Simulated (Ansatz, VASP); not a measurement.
## One calculation of C, two programs

INCAR

```
SYSTEM = C
PREC = Accurate
ENCUT = 520
EDIFF = 1E-7
ISMEAR = -1
SIGMA = 0.05
LREAL = .FALSE.
LASPH = .TRUE.
NELM = 100
ALGO = Normal
ISIF = 2
LWAVE = .FALSE.
LCHARG = .FALSE.
GGA = PE
NBANDS = 11
```

File KPOINTS:

```
regular mesh
0
G
  13 13 13
  0 0 0
```

Contents of POSCAR:

```
C
1.0
    0.0000000000      1.7951807415      1.7951807415
    1.7951807415      0.0000000000      1.7951807415
    1.7951807415      1.7951807415      0.0000000000
C
2
Direct
    0.7500000000      0.7500000000      0.7500000000
    0.5000000000      0.5000000000      0.5000000000
```

input.yaml

```yaml
crystal:
  lattice:
    - [0.0, 1.7951807415, 1.7951807415]
    - [1.7951807415, 0.0, 1.7951807415]
    - [1.7951807415, 1.7951807415, 0.0]
  atoms:
    - { symbol: C, position: [0.75, 0.75, 0.75] }
    - { symbol: C, position: [0.5, 0.5, 0.5] }
hamiltonian:
  xc: pbe
  pseudopotentials: { kind: paw }
kpoints:
  mp_grid: { grid: [13, 13, 13] }
scf:
  occupations: { method: fermi_dirac, width: 0.05 }
output:
  forces: true
  stress: true
  eigenvalues: true
```

Change from the starting cell: volume scaled by 1.02.

Alike in both runs: task single point; functional PBE; k mesh 13 × 13 × 13; occupations fermi-dirac, width 0.05 eV; no spin polarisation.

```csv
,VASP,Ansatz
version,VASP 6.6.1,Ansatz 0.2.0
potentials or method,"VASP PAW PBE potentials, release 64 (C)",Ansatz PAW
plane-wave cutoff (eV),520,420
valence electrons in the cell,8,8
```

|  | VASP | Ansatz | Ansatz less VASP |
| --- | --- | --- | --- |
| gap on the k mesh at the Fermi level (eV) | 4.10 | 4.11 | +0.006 |
| least direct gap on the mesh (eV) | 5.54 | 5.54 | +0.003 |
| pressure (GPa) | -6.0 | -6.6 | -0.61 |

Caveats: an odd mesh through Γ misses points on the zone boundary, where band edges often lie (VASP); odd divisions of the mesh miss points on the zone boundary, where band edges often lie, so the gap on the mesh can be too wide (Ansatz); the pressure holds a Pulay correction of +1.0 GPa for the finite cutoff (Ansatz).
